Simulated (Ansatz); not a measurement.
```
! title: A low-energy model for MoS2 (1H sheet): bands, U and J
! method: DFT, PBEsol, plane waves, PAW (and 1 further level or step)
! program: Ansatz 0.2.0
! settings of one run: cutoff 420 eV, 12×12×1 k-mesh, smearing width 0.08 eV, default PAW, coordination {"Mo": "prismatic"}, magnetic state non-magnetic by constraint
! cost: 3 runs, 7.8 min in all on 4 threads of Arm Neoverse V1, shared host (the runs of this entry)
! notes: The structure was relaxed with PBEsol. Limits: no spin-orbit coupling.
! Mo d: U 2.45 eV, U′ 2.08 eV, J 0.18 eV, bare V 8.8 eV
! Mo d + anion p: U 6.73 eV, U′ 6.00 eV, J 0.38 eV, bare V 13.3 eV
! method: constrained RPA on non-magnetic PBEsol, 6×6×1 mesh, static; search for lower states off
CELL_PARAMETERS angstrom
-2.71969 1.57021 0.00000
0.00000 -3.14043 0.00000
0.00000 0.00000 30.26341
ATOMIC_POSITIONS crystal
Mo 0.00000 0.00000 0.31240
S 0.33333 0.66667 0.36389
S 0.33333 0.66667 0.26091
```

[Paths, hosts, dates, memory and timing lines, banners, echoed tables and standing remarks are left out of the program output.]

[Logs are printed without paths, hosts, clocks, repeated set-up lines and the standing remarks that a program may print on its own settings, such as how far it seeks lower states.]

[Runs of the session that timed out or met a known fault of the program may be left out.]

[Hosts, paths, dates, database ids (printed as entryN), source tags and the programs' standing remarks are cut or masked in the printed files.]
